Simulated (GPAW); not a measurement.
# PbSe (Clausthalite) (Fm-3m) in GPAW: further runs, part 2 of 2

GPAW 26.7.0. The steps go on from the part before.

**4. Equation of state, RPBE+D4**

The input, run.py:

```python
from ase.calculators.mixing import SumCalculator
from ase.eos import EquationOfState
from ase.io import Trajectory, read
from ase.units import GPa
from dftd4.ase import DFTD4
from gpaw import GPAW, PW

atoms = read('POSCAR')

traj = Trajectory('eos.traj', 'w')
volumes, energies = [], []
for x in [0.94, 0.96, 0.98, 1.0, 1.02, 1.04, 1.06]:
    a = atoms.copy()
    a.set_cell(atoms.cell * x**(1 / 3), scale_atoms=True)
    calc = GPAW(mode=PW(600),
                xc='RPBE',
                kpts={'size': (6, 6, 6), 'gamma': True},
                occupations={'name': 'fermi-dirac', 'width': 0.05},
                nbands=19,
                convergence={'density': 1e-05, 'energy': 1e-05},
                maxiter=150,
                txt=f'eos-{x:.2f}.txt')
    a.calc = SumCalculator([calc, DFTD4(method='rpbe')])
    energies.append(a.get_potential_energy())
    volumes.append(a.get_volume())
    p = -a.get_stress()[:3].mean() / GPa
    calc.write(f'eos-{x:.2f}.gpw')
    traj.write(a)
    print(f'{x:.2f} {volumes[-1]:10.4f} A^3 {energies[-1]:14.6f} eV {p:9.3f} GPa', flush=True)

v0, e0, B = EquationOfState(volumes, energies, eos='birchmurnaghan').fit()
print(f'V0 = {v0:.4f} A^3, E0 = {e0:.6f} eV, B0 = {B / GPa:.2f} GPa')
```

The input, POSCAR:

```
PbSe
1.0
    0.0000000000      3.0606500000      3.0606500000
    3.0606500000      0.0000000000      3.0606500000
    3.0606500000      3.0606500000      0.0000000000
Pb Se
1 1
Direct
    0.0000000000      0.0000000000      0.0000000000
    0.5000000000      0.5000000000      0.5000000000
```

Potentials or basis: the program's PAW data sets (release 1.2.1) made for this functional, pw.

On the command line:

```sh
$ OMP_NUM_THREADS=1 python run.py
```

Run time: 58 s. Hardware: 1 thread of Arm Neoverse V2, shared host; peak memory 0.26 GiB.

It converged, with:

- Equilibrium volume: 28.64 Å³/atom (rough: see the caveat)
- Bulk modulus: 39 GPa (rough)

Energy against volume, from the lowest point:
```
volume (Å³/atom)  energy (meV/atom)
          26.951              17.86
          27.524               7.71
          28.097               1.87
          28.671               0.00
          29.244               1.58
          29.818               5.64
          30.391               8.71
```

Caveat: the fit is doubtful: noisy points or a state that changes with volume.

**5. Equation of state, PW91**

run.py: that of step 4 with these lines changed.

```diff
@@ -1,9 +1,17 @@
-from ase.calculators.mixing import SumCalculator
 from ase.eos import EquationOfState
-from ase.io import Trajectory, read
+from ase.io import Trajectory
+from ase.spacegroup import crystal
 from ase.units import GPa
-from dftd4.ase import DFTD4
-from gpaw import GPAW, PW
+from gpaw import GPAW, PW, setup_paths
 
-atoms = read('POSCAR')
+setup_paths.insert(0, '.')
+
+# Pb 4a
+# Se 4b
+atoms = crystal(['Pb', 'Se'],
+                basis=[[0.0, 0.0, 0.0],
+                       [0.5, 0.0, 0.0]],
+                spacegroup=225, setting=1,  # Fm-3m
+                cellpar=[6.1213, 6.1213, 6.1213, 90.0, 90.0, 90.0],
+                primitive_cell=True)
 
@@ -15,3 +23,3 @@
     calc = GPAW(mode=PW(600),
-                xc='RPBE',
+                xc='GGA_X_PW91+GGA_C_PW91',
                 kpts={'size': (6, 6, 6), 'gamma': True},
@@ -22,4 +30,4 @@
                 txt=f'eos-{x:.2f}.txt')
-    a.calc = SumCalculator([calc, DFTD4(method='rpbe')])
-    energies.append(a.get_potential_energy())
+    a.calc = calc
+    energies.append(a.get_potential_energy(force_consistent=True))
     volumes.append(a.get_volume())
```

Potentials or basis: PAW data sets generated in the run's folder for this functional, pw.

On the command line:

```sh
$ gpaw-setup -f GGA_X_PW91+GGA_C_PW91 Pb Se
$ OMP_NUM_THREADS=1 python run.py
```

Output:

```text
__  _  _
 | _ |_)|_||  |
 |__||  | ||/\| - 26.7.0

Input parameters:
  mode=PW(ecut=600.0),
  convergence={'density': 1e-05, 'energy': 1e-05},
  kpts=MonkhorstPack(size=(6, 6, 6), gamma=True),
  maxiter=150,
  nbands=19,
  occupations=Occupations(name='fermi-dirac', width=0.05),
  xc=XC(name='GGA_X_PW91+GGA_C_PW91')

Diagonalizing LCAO Hamiltonian
Converting LCAO to pw mode

                Se

       Pb

Atoms  # Å, Bohr magnetons
|   | symbol |        x |        y |        z |    initial magnetic moments |
|---|--------|----------|----------|----------|-----------------------------|
| 0 |     Pb | 0.000000 | 0.000000 | 0.000000 | ( 0.0000,  0.0000,  0.0000) |
| 1 |     Se | 3.019285 | 3.019285 | 3.019285 | ( 0.0000,  0.0000,  0.0000) |

Unit cell  # Å
| periodic |        x |        y |        z |  lengths |    angles |
|----------|----------|----------|----------|----------|-----------|
|      yes | 0.000000 | 3.019285 | 3.019285 | 4.269914 | 60.000000 |
|      yes | 3.019285 | 0.000000 | 3.019285 | 4.269914 | 60.000000 |
|      yes | 3.019285 | 3.019285 | 0.000000 | 4.269914 | 60.000000 |

Number of symmetries: 48
Symmetry operations  # r_c * U_cc + t_c -> r_c
|    | kind |            matrix            |
|----|------|------------------------------|
|  0 |  σ   |  1, 0, 0,  1, 0,-1,  1,-1, 0 |
|  1 |  C2  |  1, 0, 0,  1,-1, 0,  1, 0,-1 |
|  2 |  E   |  1, 0, 0,  0, 1, 0,  0, 0, 1 |
|  3 |  σ   |  1, 0, 0,  0, 0, 1,  0, 1, 0 |
|  4 |  C4  |  1, 0,-1,  1, 0, 0,  1,-1, 0 |
|  5 |  S6  |  1, 0,-1,  1,-1, 0,  1, 0, 0 |
|  6 |  σ   |  1, 0,-1,  0, 1,-1,  0, 0,-1 |
|  7 |  C3  |  1, 0,-1,  0, 0,-1,  0, 1,-1 |
|  8 |  S6  |  1,-1, 0,  1, 0, 0,  1, 0,-1 |
|  9 |  C4  |  1,-1, 0,  1, 0,-1,  1, 0, 0 |
| 10 |  C3  |  1,-1, 0,  0,-1, 1,  0,-1, 0 |
| 11 |  σ   |  1,-1, 0,  0,-1, 0,  0,-1, 1 |
| 12 |  σ   |  0, 1, 0,  1, 0, 0,  0, 0, 1 |
| 13 |  C4  |  0, 1, 0,  0, 1,-1, -1, 1, 0 |
| 14 |  C3  |  0, 1, 0,  0, 0, 1,  1, 0, 0 |
| 15 |  S6  |  0, 1, 0, -1, 1, 0,  0, 1,-1 |
| 16 |  C2  |  0, 1,-1,  1, 0,-1,  0, 0,-1 |
| 17 |  σ   |  0, 1,-1,  0, 1, 0, -1, 1, 0 |
| 18 |  S4  |  0, 1,-1,  0, 0,-1,  1, 0,-1 |
| 19 |  C4  |  0, 1,-1, -1, 1, 0,  0, 1, 0 |
| 20 |  C3  |  0, 0, 1,  1, 0, 0,  0, 1, 0 |
| 21 |  σ   |  0, 0, 1,  0, 1, 0,  1, 0, 0 |
| 22 |  S6  |  0, 0, 1,  0,-1, 1, -1, 0, 1 |
| 23 |  C4  |  0, 0, 1, -1, 0, 1,  0,-1, 1 |
| 24 |  S4  |  0, 0,-1,  1, 0,-1,  0, 1,-1 |
| 25 |  C3  |  0, 0,-1,  0, 1,-1,  1, 0,-1 |
| 26 |  C2  |  0, 0,-1,  0,-1, 0, -1, 0, 0 |
| 27 |  S6  |  0, 0,-1, -1, 0, 0,  0,-1, 0 |
| 28 |  S4  |  0,-1, 1,  1,-1, 0,  0,-1, 0 |
| 29 |  C4  |  0,-1, 1,  0, 0, 1, -1, 0, 1 |
| 30 |  C2  |  0,-1, 1,  0,-1, 0,  1,-1, 0 |
| 31 |  σ   |  0,-1, 1, -1, 0, 1,  0, 0, 1 |
| 32 |  C3  |  0,-1, 0,  1,-1, 0,  0,-1, 1 |
| 33 |  S6  |  0,-1, 0,  0, 0,-1, -1, 0, 0 |
| 34 |  S4  |  0,-1, 0,  0,-1, 1,  1,-1, 0 |
| 35 |  C2  |  0,-1, 0, -1, 0, 0,  0, 0,-1 |
| 36 |  C2  | -1, 1, 0,  0, 1, 0,  0, 1,-1 |
| 37 |  S6  | -1, 1, 0,  0, 1,-1,  0, 1, 0 |
| 38 |  S4  | -1, 1, 0, -1, 0, 1, -1, 0, 0 |
| 39 |  C3  | -1, 1, 0, -1, 0, 0, -1, 0, 1 |
| 40 |  S6  | -1, 0, 1,  0, 0, 1,  0,-1, 1 |
| 41 |  C2  | -1, 0, 1,  0,-1, 1,  0, 0, 1 |
| 42 |  C3  | -1, 0, 1, -1, 1, 0, -1, 0, 0 |
| 43 |  S4  | -1, 0, 1, -1, 0, 0, -1, 1, 0 |
| 44 |  C2  | -1, 0, 0,  0, 0,-1,  0,-1, 0 |
| 45 |  i   | -1, 0, 0,  0,-1, 0,  0, 0,-1 |
| 46 |  σ   | -1, 0, 0, -1, 1, 0, -1, 0, 1 |
| 47 |  C2  | -1, 0, 0, -1, 0, 1, -1, 1, 0 |

BZ-sampling:
  Number of BZ points: 216
  Number of IBZ points: 16

  Monkhorst-Pack size: [6, 6, 6]
  Monkhorst-Pack shift: [0.08333333333333333, 0.08333333333333333, 0.08333333333333333]

K-points  # in reciprocal-cell coordinates
|     |                                coordinates |     weight |
|-----|--------------------------------------------|------------|
|   0 | (  0.00000000,   0.00000000,   0.00000000) | 0.00462963 |
|   1 | (  0.16666667,   0.16666667,   0.00000000) | 0.02777778 |
|   2 | (  0.16666667,   0.16666667,   0.16666667) | 0.03703704 |
|   3 | (  0.33333333,   0.16666667,   0.16666667) | 0.05555556 |
|   4 | (  0.33333333,   0.33333333,  -0.33333333) | 0.05555556 |
|   5 | (  0.33333333,   0.33333333,   0.00000000) | 0.02777778 |
|   6 | (  0.33333333,   0.33333333,   0.16666667) | 0.11111111 |
|   7 | (  0.33333333,   0.33333333,   0.33333333) | 0.03703704 |
|   8 | (  0.50000000,   0.33333333,  -0.33333333) | 0.11111111 |
|   9 | (  0.50000000,   0.33333333,  -0.16666667) | 0.05555556 |
| ... |                                            |            |
|  15 | (  0.50000000,   0.50000000,   0.50000000) | 0.01851852 |

Plane wave coefficients: 1868
Cutoff: 600.0 eV

Spin-components: 1 (collinear spins)
Bands:           19
Projectors:      11
Spin-degeneracy: 2
Datatype:        complex128

Parallelization:
  kpt:    1
  domain: 1
  band:   1

Density:
  Valence electrons: 20.0
  Components: 1
  Grid points: [25 25 25]
  Charge: 0.0  # |e|

Potential:
  Grid points: [25 25 25]

species:
  Pb:
    name:    Lead
    Z:       82.0
    valence: 14
    core:    68
    charge:  0.0  # [|e|]
    compensation charges:
      type: gauss
      rc: 0.38  # [Å]
      lmax: 2
    cutoffs:
      filter: 2.36  # [Å]
      core: 2.43  # [Å]
    projectors
    | kind |    occ | energy [eV] | rcut [Å] |
    |------|--------|-------------|----------|
    |   6s |  2.000 |     -12.042 |    1.259 |
    |   6p |  2.000 |      -3.552 |    1.275 |
    |   5d | 10.000 |     -21.241 |    1.217 |
    |    s |        |      15.170 |    1.259 |
    |    p |        |      23.659 |    1.275 |
    |    d |        |       5.970 |    1.217 |

    Using partial waves for Pb as LCAO basis

  Se:
    name:    Selenium
    Z:       34.0
    valence: 6
    core:    28
    charge:  0.0  # [|e|]
    compensation charges:
      type: gauss
      rc: 0.27  # [Å]
      lmax: 2
    cutoffs:
      filter: 1.77  # [Å]
      core: 2.67  # [Å]
    projectors
    | kind |    occ | energy [eV] | rcut [Å] |
    |------|--------|-------------|----------|
    |   4s |  2.000 |     -17.350 |    0.847 |
    |   4p |  4.000 |      -6.562 |    1.005 |
    |    s |        |       9.861 |    0.847 |
    |    p |        |      20.650 |    1.005 |
    |    d |        |       0.000 |    0.847 |

    Using partial waves for Se as LCAO basis

Reference energy: -633443.767082  # eV

eigensolver:
  PPCG
  Converge bands: occupied
  niter=2

density mixing:
  MSR1-Mixer
  Pratt-step length: 0.05
  Maximum mixing coefficient: 0.75
  Old densities: 10
  SVD Regularization: 0.005
  Good broyden scale: 1.0
  Trust region scale: 1.0
  Backstep threshold: 4.0
  History deletion threshold: 6.0
  Fourier metric: weight=20.0, sigma=0.015

occupation numbers:
  Fermi-Dirac:
    width: 0.0500  # eV

poisson solver:
  ecut: 4800.0  # eV

xc functional:
  name: GGA_X_PW91+GGA_C_PW91 with 2 nearest neighbor stencil

convergence criteria:
- Maximum integral of absolute [dens]ity change: 1e-05 electrons / valence electron
- Maximum [total energy] change in last 3 cyles: 1e-05 eV / valence electron
- Maximum integral of absolute [eigenst]ate change: 4e-08 eV^2 / valence electron
maximum number of iterations: 150

SCF iterations
|iter     | |      energy | eigst |  dens |
|---------|-|-------------|-------|-------|
|iter:   1| |   -8.655267 | -0.20 |       |
|iter:   2| |   -8.600900 | -2.10 | -1.25 |
|iter:   3| |   -8.419537 | -1.96 | -1.30 |
|iter:   4| |   -8.420416 | -3.77 | -1.92 |
|iter:   5| |   -8.420838 | -4.39 | -2.32 |
|iter:   6| |   -8.420858 | -5.61 | -3.30 |
|iter:   7| |   -8.420860c| -6.76 | -3.81 |
|iter:   8| |   -8.420860c| -7.73c| -4.50 |
|iter:   9| |   -8.420860c| -7.87c| -5.25c|

Converged in 9 steps
Energy contributions relative to reference atoms: (reference = -633443.767082)

Energy contributions:
  Kinetic:          22.861492
  Coulomb:         -22.432534
  Zero:             -0.040012
  External:          0.000000
  Xc:               -8.808747
  Entropy:          -0.002119
  Spinorbit:         0.000000
  ----------------------------
  Free energy:      -8.421920
  Extrapolated:     -8.420860

dipole moment: (-25.553775, -25.553775, -25.553775)  # |e|*Ang

Fermi level: 6.715
Eigenvalues  # (at kpt = [0.000, 0.000, 0.000])
| band index |      eig [eV] | occ [0-2] |
|------------|---------------|-----------|
|          0 |       -10.306 |     2.000 |
|        ... |               |           |
|          2 |       -10.301 |     2.000 |
|          3 |       -10.301 |     2.000 |
|          4 |       -10.301 |     2.000 |
|          5 |        -7.355 |     2.000 |
|          6 |         0.384 |     2.000 |
|          7 |         4.521 |     2.000 |
[... 9 lines left out ...]
|         17 |        15.255 |     0.000 |
|         18 |        15.655 |     0.000 |

Gap: 0.105 eV
Transition (v -> c):
  (s=0, k=15, n=9, [0.50, 0.50, 0.50]) -> (s=0, k=15, n=10, [0.50, 0.50, 0.50])
No difference between direct/indirect transitions

Stress tensor  # eV/Ang^3
|         x |         y |         z |
|-----------|-----------|-----------|
| -0.027535 |  0.000000 |  0.000000 |
|  0.000000 | -0.027535 | -0.000000 |
|  0.000000 | -0.000000 | -0.027535 |

# Writing to eos-0.96.gpw (mode='')
```

It took 61 s on 1 thread of Arm Neoverse V2, shared host; peak memory 0.24 GiB.

What came out:

- Equilibrium volume: 29.80 Å³/atom
- Bulk modulus: 48 GPa
- Pressure derivative of the bulk modulus: 3.8

Energy against volume, from the lowest point:
| volume (Å³/atom) | energy (meV/atom) |
| --- | --- |
| 26.951 | 47.66 |
| 27.524 | 29.39 |
| 28.097 | 15.88 |
| 28.671 | 6.74 |
| 29.244 | 1.56 |
| 29.818 | 0.00 |
| 30.391 | 1.70 |

**6. Band structure, OLYP, spin-orbit coupling, no magnetisation**

The input, run.py:

```python
import numpy as np
from ase.dft.bandgap import bandgap
from ase.io import read, write
from ase.units import GPa
from gpaw import GPAW, PW, setup_paths
from gpaw.spinorbit import soc_eigenstates

setup_paths.insert(0, '.')

atoms = read('PbSe.cif')

calc = GPAW(mode=PW(600),
            xc='GGA_X_OPTX+GGA_C_LYP',
            kpts={'size': (6, 6, 6), 'gamma': True},
            occupations={'name': 'fermi-dirac', 'width': 0.05},
            nbands=19,
            convergence={'density': 1e-05, 'energy': 1e-05},
            eigensolver='davidson',
            maxiter=150,
            txt='gpaw.txt')
atoms.calc = calc
energy = atoms.get_potential_energy()
forces = atoms.get_forces()
stress = atoms.get_stress()
calc.write('gs.gpw')
write('result.traj', atoms)
print(f'Energy: {energy:.6f} eV')
print('Forces (eV/A):')
print(forces.round(4))
print('Stress (GPa):', (stress / GPa).round(3))
print('Fermi level:', round(calc.get_fermi_level(), 4), 'eV')
print(f'Gap: {bandgap(calc)[0]:.4f} eV, direct: {bandgap(calc, direct=True)[0]:.4f} eV')

path = atoms.cell.bandpath('GXWKGLUWLK,UX', npoints=60, eps=1e-4)
bs_calc = calc.fixed_density(kpts=path, symmetry='off', nbands=31,
                             convergence={'bands': 'CBM+6.0', 'eigenstates': 1e-6}, txt='bands.txt')
bs = bs_calc.band_structure()
bs.write('bs.json')
print(f'Gap on the path: {bandgap(bs_calc)[0]:.4f} eV')

soc = soc_eigenstates(bs_calc, theta=0, phi=0)
np.savetxt('soc_bands.dat', soc.eigenvalues(), fmt='%.4f')
mesh = soc_eigenstates('gs.gpw', theta=0, phi=0)
np.savetxt('soc_mesh.dat', mesh.eigenvalues(), fmt='%.4f')
print('Fermi level with spin-orbit coupling:', round(mesh.fermi_level, 4), 'eV')
```

The input, PbSe.cif:

```cif
data_PbSe
_cell_length_a 4.32841274
_cell_length_b 4.32841274
_cell_length_c 4.32841274
_cell_angle_alpha 60.00000000
_cell_angle_beta 60.00000000
_cell_angle_gamma 60.00000000
_space_group_name_H-M_alt 'P1'
_space_group_name_Hall 'P 1'
_space_group_IT_number 1
loop_
_space_group_symop_operation_xyz
'x,y,z'
loop_
_atom_site_label
_atom_site_type_symbol
_atom_site_symmetry_multiplicity
_atom_site_Wyckoff_symbol
_atom_site_fract_x
_atom_site_fract_y
_atom_site_fract_z
_atom_site_occupancy
Pb1 Pb 1 a 0.0000000000 0.0000000000 0.0000000000 1
Se1 Se 1 a 0.5000000000 0.5000000000 0.5000000000 1
```

Potentials or basis: PAW data sets generated in the run's folder for this functional, pw.

On the command line:

```sh
$ gpaw-setup -f GGA_X_OPTX+GGA_C_LYP Pb Se
$ OMP_NUM_THREADS=1 python run.py
```

It took 35 s on 1 thread of Arm Neoverse V2, shared host; peak memory 0.28 GiB.

Results (log left out):

```
Free energy             : -6.9945 eV
Pressure                : 3.6 GPa
Band gap on the k mesh  : 0.22 eV, direct
Band gap along the path : 0.30 eV, direct
```

Levels at the corners of the path, in eV from the valence-band top:
| point | band 17 | band 18 | band 19 | band 20 | band 21 | band 22 | band 23 | band 24 |
| --- | --- | --- | --- | --- | --- | --- | --- | --- |
| Γ | -1.42 | -1.42 | -1.42 | -1.42 | 3.06 | 3.06 | 6.05 | 6.05 |
| X | -3.27 | -3.27 | -2.69 | -2.69 | 4.34 | 4.34 | 4.61 | 4.61 |
| W | -3.78 | -3.78 | -0.56 | -0.56 | 1.97 | 1.97 | 5.29 | 5.29 |
| K | -2.62 | -2.61 | -1.98 | -1.98 | 3.18 | 3.19 | 4.58 | 4.58 |
| Γ | -1.42 | -1.42 | -1.42 | -1.42 | 3.06 | 3.06 | 6.05 | 6.05 |
| L | -1.12 | -1.12 | 0.00 | 0.00 | 0.30 | 0.30 | 1.85 | 1.85 |
| U | -2.62 | -2.61 | -1.98 | -1.98 | 3.18 | 3.19 | 4.58 | 4.58 |
| W | -3.78 | -3.78 | -0.56 | -0.56 | 1.97 | 1.97 | 5.29 | 5.29 |
| L | -1.12 | -1.12 | 0.00 | 0.00 | 0.30 | 0.30 | 1.85 | 1.85 |
| K | -2.62 | -2.61 | -1.98 | -1.98 | 3.18 | 3.19 | 4.58 | 4.58 |
| U | -2.62 | -2.61 | -1.98 | -1.98 | 3.18 | 3.19 | 4.58 | 4.58 |
| X | -3.27 | -3.27 | -2.69 | -2.69 | 4.34 | 4.34 | 4.61 | 4.61 |

Caveat: spin-orbit coupling was added after a scalar SCF, so levels and gaps hold it while energy, forces, pressure and moments don't; this program's spin-orbit splittings come out too wide for heavy elements.

**7. The runs side by side**

| task | level | potentials or basis | spin | band path | band points | spin axis theta (degrees) | spin axis phi (degrees) | eigensolver | gap on the mesh (eV) | pressure (GPa) | V0 of scaled cells (Å³/atom) | B0 (GPa) |
| --- | --- | --- | --- | --- | --- | --- | --- | --- | --- | --- | --- | --- |
| band structure | r2SCAN | GPAW PAW data sets (gpaw-data 1.2.1), pw | SOC, no magnetisation | GXWKGLUWLK,UX | 60 | 90 | 0 | - | 0.15 | 1.3 | - | - |
| equation of state | WC | PAW data sets generated in the run's folder for this functional, pw | off | - | - | - | - | - | - | - | 28.25 | 52 |
| equation of state | RPBE+D4 | the program's PAW data sets (release 1.2.1) made for this functional, pw | off | - | - | - | - | - | - | - | - | - |
| equation of state | PW91 | PAW data sets generated in the run's folder for this functional, pw | off | - | - | - | - | - | - | - | 29.80 | 48 |
| band structure | OLYP | PAW data sets generated in the run's folder for this functional, pw | SOC, no magnetisation | GXWKGLUWLK,UX | 60 | 0 | 0 | davidson | 0.22 | 3.6 | - | - |

Alike in all rows: cell as given; k mesh 6 × 6 × 6; cutoff (eV) 600; smearing fermi-dirac 0.05 eV.

Caveats: spin-orbit coupling was added after a scalar SCF, so levels and gaps hold it while energy, forces, pressure and moments don't (some runs); this program's spin-orbit splittings come out too wide for heavy elements (some runs); the PAW data sets were made with another functional, which shifts forces and pressure a little (some runs); the fit is doubtful: noisy points or a state that changes with volume (some runs).

Absolute energies hang on the potentials; compare differences alone.

**8. Comparison with measurements**

Step 2. Against the measured gap of PbSe, 0.15 eV (direct; 4.2 K; a printed reference work, monograph), the calculated 0.15 eV is off by 0.00 eV. 2 values of this kind are on record (0.15 to 0.28 eV); this one was drawn at random. The value is that of r2SCAN on a finite k mesh, which can miss the band edges, without temperature or zero-point motion.

Step 3. The cell as given is a measured one (28.67 Å³/atom); WC puts the equilibrium volume -1.5 % from it, thermal expansion not counted.

Step 5. The cell as given is a measured one (28.67 Å³/atom); PW91 puts the equilibrium volume +3.9 % from it, thermal expansion not counted.

Step 6. Against the measured gap of PbSe, 0.15 eV (direct; 4.2 K; a printed reference work, monograph), the calculated 0.22 eV is off by +0.07 eV. 2 values of this kind are on record (0.15 to 0.28 eV); this one was drawn at random. The value is that of OLYP on a finite k mesh, which can miss the band edges, without temperature or zero-point motion.
